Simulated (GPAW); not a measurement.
# InAs (Fm-3m) in GPAW: settings compared, part 2 of 2

GPAW 26.7.0. The steps go on from the part before.

## (4) Single point, LDA

File run.py:

```python
from ase import Atoms
from ase.dft.bandgap import bandgap
from ase.io import write
from ase.units import GPa
from gpaw import GPAW, PW

atoms = Atoms(['In', 'As'],
              cell=[[0.0, 2.877304, 2.877304],
                    [2.877304, 0.0, 2.877304],
                    [2.877304, 2.877304, 0.0]],
              scaled_positions=[[0.5, 0.5, 0.5],
                                [0.0, 0.0, 0.0]],
              pbc=True)

calc = GPAW(mode=PW(600),
            xc='LDA',
            kpts={'size': (8, 8, 8), 'gamma': True},
            occupations={'name': 'methfessel-paxton', 'order': 0, 'width': 0.02},
            nbands=18,
            convergence={'density': 1e-05, 'energy': 1e-05},
            maxiter=150,
            txt='gpaw.txt')
atoms.calc = calc
energy = atoms.get_potential_energy()
forces = atoms.get_forces()
stress = atoms.get_stress()
calc.write('gs.gpw')
write('result.traj', atoms)
print(f'Energy: {energy:.6f} eV')
print('Forces (eV/A):')
print(forces.round(4))
print('Stress (GPa):', (stress / GPa).round(3))
print('Fermi level:', round(calc.get_fermi_level(), 4), 'eV')
print(f'Gap: {bandgap(calc)[0]:.4f} eV, direct: {bandgap(calc, direct=True)[0]:.4f} eV')
```

Potentials or basis: the program's PAW data sets (release 1.2.1) made for this functional, pw.

Started as:

```bash
> OMP_NUM_THREADS=1 python run.py
```

gpaw.txt:

```text
__  _  _
 | _ |_)|_||  |
 |__||  | ||/\| - 26.7.0

Input parameters:
  mode=PW(ecut=600.0),
  convergence={'density': 1e-05, 'energy': 1e-05},
  kpts=MonkhorstPack(size=(8, 8, 8), gamma=True),
  maxiter=150,
  nbands=18,
  occupations=Occupations(name='methfessel-paxton', order=0, width=0.02),
  xc=XC(name='LDA')

Diagonalizing LCAO Hamiltonian
Converting LCAO to pw mode

                In

       As

Atoms  # Å, Bohr magnetons
|   | symbol |        x |        y |        z |    initial magnetic moments |
|---|--------|----------|----------|----------|-----------------------------|
| 0 |     In | 2.877304 | 2.877304 | 2.877304 | ( 0.0000,  0.0000,  0.0000) |
| 1 |     As | 0.000000 | 0.000000 | 0.000000 | ( 0.0000,  0.0000,  0.0000) |

Unit cell  # Å
| periodic |        x |        y |        z |  lengths |    angles |
|----------|----------|----------|----------|----------|-----------|
|      yes | 0.000000 | 2.877304 | 2.877304 | 4.069122 | 60.000000 |
|      yes | 2.877304 | 0.000000 | 2.877304 | 4.069122 | 60.000000 |
|      yes | 2.877304 | 2.877304 | 0.000000 | 4.069122 | 60.000000 |

Number of symmetries: 48
[... 198 lines left out ...]
Energy contributions relative to reference atoms: (reference = -221254.198245)

Energy contributions:
  Kinetic:          15.742588
  Coulomb:         -14.778385
  Zero:              0.109191
  External:          0.000000
  Xc:              -10.005289
  Entropy:          -0.000203
  Spinorbit:         0.000000
  ----------------------------
  Free energy:      -8.932098
  Extrapolated:     -8.931996

dipole moment: (-19.196169, -19.196169, -19.196169)  # |e|*Ang

Fermi level: 6.031
Eigenvalues  # (at kpt = [0.000, 0.000, 0.000])
| band index |      eig [eV] | occ [0-2] |
|------------|---------------|-----------|
|          0 |        -8.117 |     2.000 |
|        ... |               |           |
|          2 |        -8.090 |     2.000 |
|          3 |        -8.090 |     2.000 |
|          4 |        -8.090 |     2.000 |
|          5 |        -6.151 |     2.000 |
|          6 |         5.126 |     2.000 |
|          7 |         5.773 |     2.000 |
[... 8 lines left out ...]
|         16 |        14.833 |     0.000 |
|         17 |        16.320 |     0.000 |

No gap
No difference between direct/indirect transitions

Forces  # eV/Ang
|        x |        y |        z |
|----------|----------|----------|
| -0.00000 | -0.00000 | -0.00000 |  # In   0
|  0.00000 | -0.00000 | -0.00000 |  # As   1

Stress tensor  # eV/Ang^3
|        x |         y |         z |
|----------|-----------|-----------|
| 0.033047 |  0.000000 |  0.000000 |
| 0.000000 |  0.033047 | -0.000000 |
| 0.000000 | -0.000000 |  0.033047 |

# Writing to gs.gpw (mode='')
```

stdout:

```text
Energy: -8.931996 eV
Forces (eV/A):
[[-0. -0. -0.]
 [ 0. -0. -0.]]
Stress (GPa): [ 5.295  5.295  5.295 -0.     0.     0.   ]
Fermi level: 6.0313 eV
Gap: 0.0000 eV, direct: 0.0000 eV
```

Run time: 6.5 s. Hardware: 1 thread of AMD EPYC 9R45 (Zen 5), shared host; peak memory 0.16 GiB.

What came out:

```yaml
Free_energy: -8.9321 eV
Pressure: -5.3 GPa
Band_gap_on_the_k_mesh: none (metal or under the smearing width)
```

## (5) Single point, LDA (the cell as VASP's run set it)

File run.py:

```python
from ase.dft.bandgap import bandgap
from ase.io import read, write
from ase.units import GPa
from gpaw import GPAW, PW

atoms = read('POSCAR')

calc = GPAW(mode=PW(600),
            xc='LDA',
            kpts={'size': (8, 8, 8), 'gamma': True},
            occupations={'name': 'methfessel-paxton', 'order': 0, 'width': 0.05},
            nbands=18,
            convergence={'density': 1e-05, 'energy': 1e-05},
            maxiter=150,
            txt='gpaw.txt')
atoms.calc = calc
energy = atoms.get_potential_energy()
forces = atoms.get_forces()
stress = atoms.get_stress()
calc.write('gs.gpw')
write('result.traj', atoms)
print(f'Energy: {energy:.6f} eV')
print('Forces (eV/A):')
print(forces.round(4))
print('Stress (GPa):', (stress / GPa).round(3))
print('Fermi level:', round(calc.get_fermi_level(), 4), 'eV')
print(f'Gap: {bandgap(calc)[0]:.4f} eV, direct: {bandgap(calc, direct=True)[0]:.4f} eV')
```

File POSCAR:

```
InAs
1.0
    4.0691223400      0.0000000000      0.0000000000
    2.0345611700      3.5239633175      0.0000000000
    2.0345611700      1.1746544392      3.3224244780
In As
1 1
Direct
    0.5000000000      0.5000000000      0.5000000000
    0.0000000000      0.0000000000      0.0000000000
```

Started as:

```bash
> OMP_NUM_THREADS=1 python run.py
```

It took 6.4 s on 1 thread of AMD EPYC 9R45 (Zen 5), shared host; peak memory 0.16 GiB.

The run converged. Its results:

```yaml
Free_energy: -8.9324 eV
Pressure: -5.3 GPa
Band_gap_on_the_k_mesh: none (metal or under the smearing width)
```

Levels at points of the mesh, in eV from the Fermi level:
| k point | band 6 | band 7 | band 8 | band 9 | band 10 | band 11 | band 12 | band 13 |
| --- | --- | --- | --- | --- | --- | --- | --- | --- |
| (0.00, 0.00, 0.00) | -12.15 | -0.88 | -0.23 | -0.23 | -0.23 | 7.26 | 7.26 | 7.26 |
| (0.50, 0.50, 0.00) | -9.61 | -4.71 | -3.08 | -2.25 | -2.25 | 3.93 | 9.03 | 9.03 |
| (0.50, 0.50, 0.50) | -10.51 | -6.56 | 0.19 | 0.19 | 2.03 | 3.19 | 3.19 | 4.28 |

## (6) Summary

```tsv
level	potentials or basis	cell	smearing	gap on the mesh (eV)	pressure (GPa)
LDA	the program's PAW data sets (release 1.2.1) made for this functional, pw	as given	gaussian 0.05 eV	none	-5.3
PBEsol	PAW data sets generated in the run's folder for this functional, pw	as given	gaussian 0.05 eV	none	-3.5
LDA	the program's PAW data sets (release 1.2.1) made for this functional, pw	as given	gaussian 0.02 eV	none	-5.3
LDA	the program's PAW data sets (release 1.2.1) made for this functional, pw	the cell as VASP's run set it	gaussian 0.05 eV	none	-5.3
```

Alike in all rows: task single point; no spin polarisation; k mesh 8 × 8 × 8; cutoff (eV) 600.

Absolute energies hang on the potentials; compare differences alone.
